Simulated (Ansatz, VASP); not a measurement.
## One calculation of GaP, two programs

File INCAR:

```
ALGO = Normal
EDIFF = 1E-7
ENCUT = 520
GGA = PE
ISIF = 2
ISMEAR = -1
LASPH = True
LCHARG = False
LREAL = False
LWAVE = False
NBANDS = 16
NELM = 60
PREC = Accurate
SIGMA = 0.02
```

Contents of KPOINTS:

```
k-points
0
Gamma
  8 8 8
```

Contents of POSCAR:

```
GaP
1.0
    0.0000000000      2.7253992874      2.6981452945
    2.7253992874      0.0000000000      2.6981452945
    2.7253992874      2.7253992874      0.0000000000
Ga P
1 1
Direct
    0.0000000000      0.0000000000      0.0000000000
    0.2500000000      0.2500000000      0.2500000000
```

Input for Ansatz:

```yaml
crystal:
  lattice:
    - [0.0, 2.7253992874, 2.6981452945]
    - [2.7253992874, 0.0, 2.6981452945]
    - [2.7253992874, 2.7253992874, 0.0]
  atoms:
    - { symbol: Ga, position: [0.0, 0.0, 0.0] }
    - { symbol: P, position: [0.25, 0.25, 0.25] }
kpoints:
  mp_grid: { grid: [8, 8, 8] }
  band_path:
    path:
      - [0.0, 0.0, 0.0]
      - [-0.5, -0.5, 0.0]
      - [-0.375, -0.375, 0.25]
      - [-0.375, 0.0, 0.375]
      - [0.0, 0.0, 0.5]
      - [-0.5, -0.25, 0.25]
      - [0.424479, 0.424479, 0.0]
    npoints: 1
hamiltonian:
  xc: pbe
scf:
  occupations: { method: fermi_dirac, width: 0.02 }
  n_extra_bands: 4
output:
  forces: true
  stress: true
  eigenvalues: true
```

Change from the starting cell: uniaxial_z strain -1.0%.

Alike in both runs: task single point; functional PBE; k mesh 8 × 8 × 8; occupations fermi-dirac, width 0.02 eV; no spin polarisation.

|  | VASP | Ansatz |
| --- | --- | --- |
| version | VASP 6.6.1 | Ansatz 0.2.0 |
| potentials or method | VASP PAW PBE potentials, release 64 (Ga_d, P) | plane waves, PAW |
| plane-wave cutoff (eV) | 520 | 420 |
| valence electrons in the cell | 18 | 18 |

```csv
,VASP,Ansatz,Ansatz less VASP
gap on the k mesh at the Fermi level (eV),1.53,1.53,0.000
pressure (GPa),3.4,3.4,+0.03
largest component of the traceless stress (GPa),0.48,0.48,0.000
```

A k mesh can miss the band edges.
